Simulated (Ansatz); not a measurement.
Level of theory: DFT PBE, scalar-relativistic, plane waves, PAW in Ansatz. Settings: cutoff 420 eV, Γ-centred meshes spaced at most about 0.3 Å⁻¹, and about 0.25 Å⁻¹ or finer for metals (2π included), Gaussian smearing. No spin polarisation.

The zero of energy is the elements' standard structures at the same level; no fitted shifts are applied.

These are static total energies at zero pressure. Larger cells and other orderings weren't all tried, so the list isn't exhaustive. The reference form of Se is held partly by dispersion forces, which this level lacks.

A search for Mg5Se2 gave 5 distinct relaxed structures. Coordination counts Mg atoms around Se (those within 1.25 times the shortest such distance or 1.15 times the sum of covalent radii). Cells relaxed within their symmetry can be saddle points.

Question: Which structure of Mg5Se2 came out lowest?

Answer: The one with space group R-3m (No. 166), reached from: a cell proposed by chemical analogy. It has a = 3.735 Å, c = 41.674 Å, 24.0 Å³/atom, no gap on the mesh. Mg on a site of symmetry 3m is surrounded by 3 Se at 2.70 Å and 3 Mg at 3.27 Å; around Mg on a site of symmetry -3m lie 6 Se at 2.71 Å; Mg on a second site of symmetry 3m is surrounded by 6 Mg at 3.26–3.27 Å and 6 Mg at 3.73 Å; Se has 6 Mg at 2.70–2.71 Å. Its energy over the elements is −0.55 eV/atom. Whether it is stable depends on the other phases of the system, which aren't compared here. An observed structure of this formula, if there is one, may be missing.

```cif
data_structure
_symmetry_space_group_name_H-M 'R-3m:H'
_symmetry_Int_Tables_number 166
_cell_length_a 3.7349
_cell_length_b 3.7349
_cell_length_c 41.6737
_cell_angle_alpha 90.000
_cell_angle_beta 90.000
_cell_angle_gamma 120.000
_cell_volume 503.45
loop_
_atom_site_label
_atom_site_type_symbol
_atom_site_symmetry_multiplicity
_atom_site_Wyckoff_symbol
_atom_site_fract_x
_atom_site_fract_y
_atom_site_fract_z
_atom_site_occupancy
Mg1 Mg 6 c 0.66667 0.33333 0.92165 1
Mg2 Mg 3 a 0.00000 0.00000 0.00000 1
Mg3 Mg 6 c 0.33333 0.66667 0.80394 1
Se1 Se 6 c 0.33333 0.66667 0.96074 1
```

Question: How much higher is the P-3m1 structure with 24.0 Å³/atom and coordination Se 6 (reached from: a cell proposed by chemical analogy)?

Answer: 19 meV/atom. It has no gap on its mesh.

Question: How much higher is the C2/c structure with 22.3 Å³/atom and coordination Se 7 (reached from: a cell proposed by chemical analogy)?

Answer: 73 meV/atom. It has no gap on its mesh.

Some types were kept out of the candidates beforehand, so the set may lack a known form.
